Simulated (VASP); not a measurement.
# GaAs (F-43m) in VASP: further runs

The runs below take GaAs through single point, relaxation of cell and atoms, with r2SCAN.

Program: VASP 6.6.1. These are calculated values, not measurements. Logs are shortened: lines on timing, memory, paths and dates and some standing lists are left out, and cuts for length are marked.

**The experiment to reproduce.**

“Evidence of valence band perturbations in GaAsN/GaAs(001): A combined variable-angle spectroscopic ellipsometry and modulated photoreflectance investigation”, 2008, arxiv:0805.2212 reports, for a bulk crystal of GaAs at 300 K: band gap 1.418 ± 0.005 eV (direct).

The runs below are set against these values where they give the same quantity.

### 1 The structure

It takes space group F-43m (No. 216, cubic). Conventional cell: a = 5.667 Å, b = 5.667 Å, c = 5.667 Å, α = 90.00°, β = 90.00°, γ = 90.00°. Ga (site symmetry -43m) is surrounded by 4 As at 2.45 Å. Around As (site symmetry -43m) lie 4 Ga at 2.45 Å.

The cell is a database's computed one.

### 2 Single point, r2SCAN

POSCAR reads:

```
GaAs
1.0
    0.0000000000      2.8333452142      2.8333452142
    2.8333452142      0.0000000000      2.8333452142
    2.8333452142      2.8333452142      0.0000000000
Ga As
1 1
Direct
    0.0000000000      0.0000000000      0.0000000000
    0.7500000000      0.7500000000      0.7500000000
```

INCAR.step1 reads:

```
PREC = Accurate
ENCUT = 520
ISMEAR = 0
SIGMA = 0.02
LREAL = False
LASPH = True
NELM = 100
NBANDS = 16
GGA = PE
ALGO = Normal
EDIFF = 1E-4
LWAVE = True
LCHARG = False
```

INCAR.step2 reads:

```
PREC = Accurate
ENCUT = 520
EDIFF = 1E-6
ISMEAR = 0
SIGMA = 0.02
LREAL = False
LASPH = True
NELM = 100
ALGO = Normal
ISIF = 2
LWAVE = False
LCHARG = False
METAGGA = R2SCAN
LMIXTAU = True
NBANDS = 16
ISTART = 1
```

KPOINTS reads:

```
Automatic mesh
0
Gamma
  8 8 8
```

Potentials or basis: VASP PAW PBE potentials, release 64 (Ga_d, As).

Launch:

```sh
> cat potpaw_PBE.64/Ga_d/POTCAR potpaw_PBE.64/As/POTCAR > POTCAR
> cp INCAR.step1 INCAR
> mpirun -np 1 vasp_std > vasp.out
> cp INCAR.step2 INCAR
> mpirun -np 1 vasp_std > vasp.out
```

OUTCAR:

```text
PREC = Accurate
   ENCUT = 520
   EDIFF = 1E-6
   ISMEAR = 0
   LREAL = False
   LASPH = True
   NELM = 100
   ISIF = 2
   METAGGA = R2SCAN
   ISTART = 1

 ion  position               nearest neighbor table
   1  0.000  0.000  0.000-   2 2.45   2 2.45   2 2.45   2 2.45
   2  0.750  0.750  0.750-   1 2.45   1 2.45   1 2.45   1 2.45

  LATTYP: Found a face centered cubic cell.
 ALAT       =     5.6666904284

  Lattice vectors:

 A1 = (   0.0000000000,   2.8333452142,   2.8333452142)
 A2 = (   2.8333452142,   0.0000000000,   2.8333452142)
 A3 = (   2.8333452142,   2.8333452142,   0.0000000000)

Analysis of symmetry for initial positions (statically):
=====================================================================
 Subroutine PRICEL returns:
 Original cell was already a primitive cell.

 Routine SETGRP: Setting up the symmetry group for a
 face centered cubic supercell.

 Subroutine GETGRP returns: Found 24 space group operations
 (whereof 24 operations were pure point group operations)
 out of a pool of 48 trial point group operations.

The static configuration has the point symmetry T_d .

Analysis of symmetry for dynamics (positions and initial velocities):
=====================================================================
 Subroutine PRICEL returns:
 Original cell was already a primitive cell.

 Routine SETGRP: Setting up the symmetry group for a
 face centered cubic supercell.

 Subroutine GETGRP returns: Found 24 space group operations
 (whereof 24 operations were pure point group operations)
 out of a pool of 48 trial point group operations.

The dynamic configuration has the point symmetry T_d .

 Subroutine INISYM returns: Found 24 space group operations
 (whereof 24 operations are pure point group operations),
 and found     1 'primitive' translations

----------------------------------------------------------------------------------------

                                     Primitive cell

  volume of cell :      45.4913

  direct lattice vectors                    reciprocal lattice vectors
     0.000000000  2.833345214  2.833345214    -0.176469848  0.176469848  0.176469848
     2.833345214  0.000000000  2.833345214     0.176469848 -0.176469848  0.176469848
     2.833345214  2.833345214  0.000000000     0.176469848  0.176469848 -0.176469848

  length of vectors
     4.006955229  4.006955229  4.006955229     0.305654743  0.305654743  0.305654743

  position of ions in fractional coordinates (direct lattice)
     0.000000000  0.000000000  0.000000000
     0.750000000  0.750000000  0.750000000

  ion indices of the primitive-cell ions
   primitive index   ion index
                 1           1
                 2           2

----------------------------------------------------------------------------------------

 KPOINTS: Automatic mesh

Automatic generation of k-mesh.
 Grid dimensions read from file:
 generate k-points for:    8    8    8

 Generating k-lattice:

  Cartesian coordinates                     Fractional coordinates (reciprocal lattice)
    -0.022058731  0.022058731  0.022058731     0.125000000  0.000000000  0.000000000
     0.022058731 -0.022058731  0.022058731     0.000000000  0.125000000  0.000000000
     0.022058731  0.022058731 -0.022058731     0.000000000  0.000000000  0.125000000

  Length of vectors
     0.038206843  0.038206843  0.038206843

  Shift w.r.t. Gamma in fractional coordinates (k-lattice)
     0.000000000  0.000000000  0.000000000

 Subroutine IBZKPT returns following result:
 ===========================================

 Found     29 irreducible k-points:

 Following reciprocal coordinates:
            Coordinates               Weight
  0.000000  0.000000  0.000000      1.000000
  0.125000  0.000000  0.000000      8.000000
  0.250000  0.000000  0.000000      8.000000
  0.375000  0.000000  0.000000      8.000000
  0.500000  0.000000  0.000000      4.000000
  0.125000  0.125000  0.000000      6.000000
[... 16 lines left out ...]
  0.500000  0.250000  0.125000     48.000000
 -0.375000  0.250000  0.125000     24.000000
 [... further k-points ...]
   k-points           NKPTS =     29   k-points in BZ     NKDIM =     29   number of bands    NBANDS=     16
   number of dos      NEDOS =    301   number of ions     NIONS =      2
   total plane-waves  NPLWV =  27000
   dimension x,y,z NGX =    30 NGY =   30 NGZ =   30
   dimension x,y,z NGXF=    60 NGYF=   60 NGZF=   60
   ions per type =               1   1
   NGX,Y,Z   is equivalent  to a cutoff of  12.45, 12.45, 12.45 a.u.
   NGXF,Y,Z  is equivalent  to a cutoff of  24.89, 24.89, 24.89 a.u.
 SYSTEM =  unknown system
   PREC   = accura    normal or accurate (medium, high low for compatibility)
   ISTART =      1    job   : 0-new  1-cont  2-samecut
   ICHARG =      0    charge: 1-file 2-atom 10-const
   ISPIN  =      1    spin polarized calculation?
   LNONCOLLINEAR =      F non collinear calculations
   LSORBIT =      F    spin-orbit coupling
   LASPH  =      T    aspherical Exc in radial PAW
   ENCUT  =  520.0 eV  38.22 Ry    6.18 a.u.   7.45  7.45  7.45*2*pi/ulx,y,z
   NELM   =    100;   NELMIN=  2; NELMDL=  0     # of ELM steps
   EDIFF  = 0.1E-05   stopping-criterion for ELM
   LREAL  =      F    real-space projection
   EDIFFG = 0.1E-04   stopping-criterion for IOM
   NSW    =      0    number of steps for IOM
   IBRION =     -1    ionic relax: 0-MD 1-quasi-New 2-CG
   NFREE  =      0    steps in history (QN), initial steepest desc. (CG)
   ISIF   =      2    stress and relaxation
   ISYM   =      2    0-nonsym 1-usesym 2-fastsym
   POTIM  = 0.5000    time-step for ionic-motion
   TEBEG  =    0.0;   TEEND  =   0.0 temperature during run
   PSTRESS=    0.0 pullay stress
   NELECT =      18.0000    total number of electrons
   NUPDOWN=      -1.0000    fix difference up-down
   EMIN   =  10.00;   EMAX   =-10.00  energy-range for DOS
   EFERMI =   0.00;   METHOD = LEGACY
   ISMEAR =     0;   SIGMA  =   0.02  broadening in eV -4-tet -1-fermi 0-gaus
   EFERMI_NEDOS =   21; number of points for ismear=-14 and -15
   IALGO  =     38    algorithm
   IMIX   =      4    mixing-type and parameters
     AMIX     =   0.40;   BMIX     =  1.00
     AMIX_MAG =   1.60;   BMIX_MAG =  1.00
  volume/ion in A,a.u.               =      22.75       153.50
  Fermi-wavevector in a.u.,A,eV,Ry     =   1.201866  2.271198 19.653381  1.444483
  Thomas-Fermi vector in A             =   2.337663
   LORBIT       =      0    0 simple, 1 ext, 2 COOP (PROOUT), +10 PAW based schemes
   METAGGA = R2SCAN    functional components
   LHFCALC =     F    Hartree Fock is set to
   AEXX    =    0.0000 exact exchange contribution
   IVDW    =     0    specifies the selected vdW correction
   LEPSILON=     F    determine dielectric tensor
   LRPA    =     F    only Hartree local field effects (RPA)
 non-spin polarized calculation
 Gauss-broadening in eV      SIGMA  =   0.02
  energy-cutoff  :      520.00
  volume of cell :       45.49
 maximum number of plane-waves:      1243
 NGX is ok and might be reduce to    30
   NGX = 15   NGY = 15   NGZ = 15

 number of electron      17.9999990 magnetization

 Free energy of the ion-electron system (eV)
  ---------------------------------------------------
  ext. energy  EPLUGINS =         0.00000000
  ---------------------------------------------------
  free energy    TOTEN  =       -27.05325635 eV

  energy without entropy =      -27.05325635  energy(sigma->0) =      -27.05325635

 E-fermi :   3.7128     XC(G=0): -10.2222

 val. band max:        3.6145114666   @ k =   0.0000   0.0000   0.0000
 cond. band min:       4.5557612175   @ k =   0.0000   0.0000   0.0000
 fundamental gap:      0.9412497509
 Fermi energy:         3.7128437856

 k-point     1 :       0.0000    0.0000    0.0000
  band No.  band energies     occupation
      1     -11.6094      2.00000
      2     -11.6094      2.00000
      3     -11.6094      2.00000
      4     -11.5218      2.00000
      5     -11.5218      2.00000
      6      -9.5449      2.00000
[... 8 lines left out ...]
     15      14.2292      0.00000
     16      14.2292      0.00000

 k-point     2 :       0.1250    0.0000    0.0000
  band No.  band energies     occupation
      1     -11.6243      2.00000
      2     -11.6057      2.00000
      3     -11.6057      2.00000
      4     -11.5219      2.00000
      5     -11.5219      2.00000
      6      -9.3543      2.00000
[... 8 lines left out ...]
     15      13.3959      0.00000
     16      13.3959      0.00000

 k-point     3 :       0.2500    0.0000    0.0000
  band No.  band energies     occupation
      1     -11.6564      2.00000
      2     -11.5975      2.00000
      3     -11.5975      2.00000
      4     -11.5214      2.00000
      5     -11.5214      2.00000
      6      -8.8238      2.00000
[... 8 lines left out ...]
     15      13.1588      0.00000
     16      13.2012      0.00000

 k-point     4 :       0.3750    0.0000    0.0000
  band No.  band energies     occupation
      1     -11.6845      2.00000
      2     -11.5909      2.00000
      3     -11.5908      2.00000
      4     -11.5194      2.00000
      5     -11.5194      2.00000
      6      -8.1164      2.00000
[... 8 lines left out ...]
     15      14.3765      0.00000
     16      14.3765      0.00000
[... 324 lines left out ...]
 k-point    22 :       0.3750    0.2500    0.1250
  band No.  band energies     occupation
      1     -11.6803      2.00000
      2     -11.5878      2.00000
      3     -11.5848      2.00000
      4     -11.5299      2.00000
      5     -11.5164      2.00000
      6      -8.3776      2.00000
[... 8 lines left out ...]
     15      15.1686      0.00000
     16      15.7026      0.00000

 k-point    23 :       0.5000    0.2500    0.1250
  band No.  band energies     occupation
      1     -11.6980      2.00000
      2     -11.5834      2.00000
      3     -11.5778      2.00000
      4     -11.5286      2.00000
      5     -11.5167      2.00000
      6      -7.7240      2.00000
[... 8 lines left out ...]
     15      15.0797      0.00000
     16      16.5801      0.00000

 k-point    24 :      -0.3750    0.2500    0.1250
  band No.  band energies     occupation
      1     -11.7047      2.00000
      2     -11.5824      2.00000
      3     -11.5751      2.00000
      4     -11.5262      2.00000
      5     -11.5181      2.00000
      6      -7.3605      2.00000
[... 8 lines left out ...]
     15      15.8922      0.00000
     16      16.4609      0.00000

 [... further k-points ...]

------------------------ aborting loop because EDIFF is reached ----------------------------------------

  FORCE on cell =-STRESS in cart. coord.  units (eV):
  Direction    XX          YY          ZZ          XY          YZ          ZX
  --------------------------------------------------------------------------------------
  -------------------------------------------------------------------------------------
  Total        0.0318651      0.0318651      0.0318651      0.0000000     -0.0000000      0.0000000
  in kB        1.1222696      1.1222696      1.1222696      0.0000000     -0.0000000      0.0000000
  external PRESSURE =       1.1222696 kB  Pullay stress =       0.0000000 kB

 VOLUME and BASIS-vectors are now :
 -----------------------------------------------------------------------------
  energy-cutoff  :      520.00
  volume of cell :       45.49
      direct lattice vectors                 reciprocal lattice vectors
     0.000000000  2.833345214  2.833345214    -0.176469848  0.176469848  0.176469848
     2.833345214  0.000000000  2.833345214     0.176469848 -0.176469848  0.176469848
     2.833345214  2.833345214  0.000000000     0.176469848  0.176469848 -0.176469848

 POSITION                                       TOTAL-FORCE (eV/Angst)
 -----------------------------------------------------------------------------------
      0.00000      0.00000      0.00000        -0.000000     -0.000000     -0.000000
      4.25002      4.25002      4.25002         0.000000      0.000000      0.000000
 -----------------------------------------------------------------------------------
    total drift:                               -0.000001     -0.000001     -0.000001

  FREE ENERGIE OF THE ION-ELECTRON SYSTEM (eV)
  ---------------------------------------------------
  free  energy   TOTEN  =       -27.0532563491 eV

  energy  without entropy=      -27.0532563491  energy(sigma->0) =      -27.05325635
```

Wall time 42 s (1 thread of AMD EPYC 9R45 (Zen 5), shared host); peak memory 0.15 GiB.

What came out:

```
Free energy            : -27.0533 eV
Pressure               : 0.1 GPa
Band gap on the k mesh : 0.94 eV, direct
```

Levels at points of the mesh, in eV from the valence-band top:
| k point | band 5 | band 6 | band 7 | band 8 | band 9 | band 10 | band 11 | band 12 | band 13 | band 14 |
| --- | --- | --- | --- | --- | --- | --- | --- | --- | --- | --- |
| (0.00, 0.00, 0.00) | -15.14 | -13.16 | 0.00 | 0.00 | 0.00 | 0.94 | 4.04 | 4.04 | 4.04 | 8.22 |
| (0.50, 0.00, 0.00) | -15.13 | -11.33 | -6.78 | -1.17 | -1.17 | 1.34 | 4.99 | 4.99 | 8.28 | 11.09 |
| (0.50, 0.50, 0.00) | -15.12 | -10.56 | -6.96 | -2.75 | -2.75 | 1.77 | 1.95 | 10.81 | 10.81 | 11.69 |

Caveat: the PAW data sets were made with another functional, which shifts forces and pressure a little.

### 3 Relaxation of cell and atoms, r2SCAN

This run uses another cell than the first one, of 23.77 Å³/atom, 1.045 times its volume.

POSCAR reads:

```
GaAs
1.0
    0.0000000000      2.8750910500      2.8750910500
    2.8750910500      0.0000000000      2.8750910500
    2.8750910500      2.8750910500      0.0000000000
Ga As
1 1
Direct
    0.0000000000      0.0000000000      0.0000000000
    0.7500000000      0.7500000000      0.7500000000
```

INCAR.step1 reads:

```
SYSTEM = GaAs
ALGO = Normal ; EDIFF = 1E-4
ENCUT = 600 ; GGA = PE
ISMEAR = 0 ; LASPH = .True.
LCHARG = .False. ; LREAL = .False.
LWAVE = .True. ; NELM = 100
PREC = Accurate ; SIGMA = 0.02
```

INCAR.step2 reads:

```
SYSTEM = GaAs
ALGO = Normal ; EDIFF = 1E-6
EDIFFG = -0.002 ; ENCUT = 600
IBRION = 2 ; ISIF = 3
ISMEAR = 0 ; ISTART = 1
LASPH = .True. ; LCHARG = .False.
LMIXTAU = .True. ; LREAL = .False.
LWAVE = .False. ; METAGGA = R2SCAN
NELM = 100 ; NSW = 100
PREC = Accurate ; SIGMA = 0.02
```

KPOINTS reads:

```
k-points
0
Gamma
  8 8 8
  0 0 0
```

Potentials or basis: VASP PAW PBE potentials, release 64 (Ga_d, As).

Launch:

```sh
> cat potpaw_PBE.64/Ga_d/POTCAR potpaw_PBE.64/As/POTCAR > POTCAR
> cp INCAR.step1 INCAR
> mpirun -np 1 vasp_std > vasp.out
> cp INCAR.step2 INCAR
> mpirun -np 1 vasp_std > vasp.out
```

Wall time 3.1 min (1 thread of AMD EPYC 9R45 (Zen 5), shared host); peak memory 0.18 GiB.

The run converged. Its results:

- Free energy: -27.0548 eV
- Relaxed volume: 22.77 Å³/atom
- Relaxed cell: a = 4.008 Å, b = 4.008 Å, c = 4.008 Å, α = 60.00°, β = 60.00°, γ = 60.00°
- Space group after relaxing (to 0.05 Å): F-43m (No. 216)
- Energy gained by relaxing: 9.4 meV/atom
- Ionic steps: 7
- Pressure after relaxing: 0.0 GPa
- Band gap on the k mesh: 0.93 eV, direct

The path:
| step | energy change (eV) | largest force (eV/Å) | pressure (GPa) | volume (Å³) |
| --- | --- | --- | --- | --- |
| 1 | 0.0000 | 0.0000 | -2.84 | 47.53 |
| 2 | -0.0154 | 0.0000 | 1.37 | 44.70 |
| 3 | -0.0188 | 0.0000 | -0.04 | 45.50 |
| 4 | -0.0188 | 0.0000 | 0.13 | 45.46 |
| 5 | -0.0188 | 0.0000 | -0.13 | 45.58 |
| 6 | -0.0188 | 0.0000 | 0.07 | 45.51 |
| 7 | -0.0188 | 0.0000 | 0.01 | 45.53 |

Final structure:
```cif
data_structure
_symmetry_space_group_name_H-M 'P 1'
_symmetry_Int_Tables_number 1
_cell_length_a 4.0081
_cell_length_b 4.0081
_cell_length_c 4.0081
_cell_angle_alpha 60.000
_cell_angle_beta 60.000
_cell_angle_gamma 60.000
_cell_volume 45.53
loop_
_atom_site_label
_atom_site_type_symbol
_atom_site_fract_x
_atom_site_fract_y
_atom_site_fract_z
_atom_site_occupancy
Ga1 Ga 0.00000 0.00000 0.00000 1
As1 As 0.75000 0.75000 0.75000 1
```

Levels at points of the mesh, in eV from the valence-band top:
```
           k point  band 7  band 8  band 9  band 10  band 11  band 12
(0.00, 0.00, 0.00)    0.00    0.00    0.00     0.93     4.04     4.04
(0.50, 0.00, 0.00)   -6.77   -1.17   -1.17     1.34     4.98     4.98
(0.50, 0.50, 0.00)   -6.96   -2.75   -2.75     1.77     1.95    10.80
```

Caveat: the PAW data sets were made with another functional, which shifts forces and pressure a little. A k mesh can miss the band edges.

### 4 Single point, r2SCAN

POSCAR reads:

```
GaAs
1.0
    0.0000000000      2.8333452142      2.8333452142
    2.8333452142      0.0000000000      2.8333452142
    2.8333452142      2.8333452142      0.0000000000
Ga As
1 1
Direct
    0.0000000000      0.0000000000      0.0000000000
    0.7500000000      0.7500000000      0.7500000000
```

INCAR.step1 reads:

```
  PREC = Accurate
  ENCUT = 520
  ISMEAR = 0
  SIGMA = 0.02
  LREAL = F
  LASPH = T
  NELM = 100
  NBANDS = 16
  GGA = PE
  ALGO = Normal
  EDIFF = 1E-4
  LWAVE = T
  LCHARG = F
```

INCAR.step2 reads:

```
  PREC = Accurate
  ENCUT = 520
  EDIFF = 1E-6
  ISMEAR = 0
  SIGMA = 0.02
  LREAL = F
  LASPH = T
  NELM = 100
  ALGO = Normal
  ISIF = 2
  LWAVE = F
  LCHARG = F
  METAGGA = R2SCAN
  LMIXTAU = T
  NBANDS = 16
  ISTART = 1
```

KPOINTS reads:

```
regular mesh
0
Gamma
  8 8 8
```

Launch:

```sh
> cat potpaw_PBE.64/Ga_d/POTCAR potpaw_PBE.64/As/POTCAR > POTCAR
> cp INCAR.step1 INCAR
> mpirun -np 1 vasp_std > vasp.out
> cp INCAR.step2 INCAR
> mpirun -np 1 vasp_std > vasp.out
```

Wall time 43 s (1 thread of AMD EPYC 9R45 (Zen 5), shared host); peak memory 0.15 GiB.

It converged, with:

```yaml
Free_energy: -27.0533 eV
Pressure: 0.1 GPa
Band_gap_on_the_k_mesh: 0.94 eV, direct
```

Levels at points of the mesh, in eV from the valence-band top:
```
           k point  band 5  band 6  band 7  band 8  band 9  band 10  band 11  band 12  band 13  band 14
(0.00, 0.00, 0.00)  -15.14  -13.16    0.00    0.00    0.00     0.94     4.04     4.04     4.04     8.22
(0.50, 0.00, 0.00)  -15.13  -11.33   -6.78   -1.17   -1.17     1.34     4.99     4.99     8.28    11.09
(0.50, 0.50, 0.00)  -15.12  -10.56   -6.96   -2.75   -2.75     1.77     1.95    10.81    10.81    11.69
```

Caveat: the PAW data sets were made with another functional, which shifts forces and pressure a little.

### 5 Against experiment

Step 2. Against the measured gap of GaAs, 1.418 eV (direct; 300 K; “Evidence of valence band perturbations in GaAsN/GaAs(001): A combined variable-angle spectroscopic ellipsometry and modulated photoreflectance investigation”, 2008, arxiv:0805.2212), the calculated 0.94 eV is off by -0.48 eV. 3 values of this kind are on record (1.412 to 1.51 eV); this one was drawn at random among those near their median, those with a stated uncertainty first. Spin-orbit coupling on As, Ga is left out. The value is that of r2SCAN on a finite k mesh, which can miss the band edges, without temperature or zero-point motion. The cell is a database's relaxed one, not the measured one, which moves gaps too.

Step 4. Against the measured gap of GaAs, 1.418 eV (direct; 300 K; “Evidence of valence band perturbations in GaAsN/GaAs(001): A combined variable-angle spectroscopic ellipsometry and modulated photoreflectance investigation”, 2008, arxiv:0805.2212), the calculated 0.94 eV is off by -0.48 eV. 3 values of this kind are on record (1.412 to 1.51 eV); this one was drawn at random among those near their median, those with a stated uncertainty first. Spin-orbit coupling on As, Ga is left out. The value is that of r2SCAN on a finite k mesh, which can miss the band edges, without temperature or zero-point motion. The cell is a database's relaxed one, not the measured one, which moves gaps too.
